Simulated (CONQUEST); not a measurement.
**PtS2 under changes of volume**

One of the cells (18.261 Å³/atom); the others are scaled copies at fixed shape and fractional positions:

```
CELL_PARAMETERS angstrom
3.54320 0.00000 0.00000
0.00000 5.03880 0.00000
0.00000 0.00000 6.13700
ATOMIC_POSITIONS crystal
Pt 0.00000 0.00000 0.00000
Pt 0.50000 0.00000 0.50000
S 0.00000 0.77300 0.33333
S 0.50000 0.77300 0.83333
S 0.00000 0.22700 0.66667
S 0.50000 0.22700 0.16667
```

```yaml
Program: CONQUEST 1.3
Functional: PBEsol
Potentials_or_basis: PseudoDojo NC PBEsol, DZP, grid of 36 × 48 × 60 points
k_mesh: 8 × 5 × 5
Occupations: fermi-dirac, width 0.05 eV
Spin: no spin polarisation
```

```tsv
volume (Å³/atom)	energy over the lowest point (meV/atom)	pressure (GPa)	gap on the mesh (eV)	largest force (eV/Å)
17.165	141.49	22.4	0.80	2.763
17.531	95.48	17.9	0.79	2.352
17.896	59.88	13.3	0.77	1.965
18.261	33.77	9.6	0.75	1.612
18.626	15.70	6.4	0.74	1.282
18.992	?	?	?	?
19.357	0.00	0.5	0.71	0.690
```

Task: What does the run at 18.992 Å³/atom give?

Result: Energy over the lowest point 4.59 meV/atom; pressure 3.4 GPa; gap on the mesh 0.72 eV; largest force 0.977 eV/Å.

Worked out: A Birch-Murnaghan fit of order 3 (a polynomial in V^(-2/3)) to the other rows has its minimum at 19.48 Å³/atom, just outside them, with B0 = V·E''(V) = 123 GPa and B' = 6.1 at fixed shape and positions, which overstates the stiffness. It gives 4.70 meV/atom at 18.992 Å³/atom, against the run's 4.59, and -dE/dV = 3.4 GPa, against 3.4. A straight line through the other rows of the gap, of slope -0.771 eV per unit of ln V, gives 0.72 eV, against the run's 0.72.

Energies are extrapolated to zero smearing.

Caveats: spin-orbit coupling is left out, which moves the levels of the heavy elements; an odd mesh through Γ misses points on the zone boundary, where band edges often lie; the basis of atomic orbitals isn't converged, which shifts pressures, moduli and gaps; forces of over 1 eV/Å show positions far from the minimum, so gaps and moduli don't describe the material at rest (some runs).
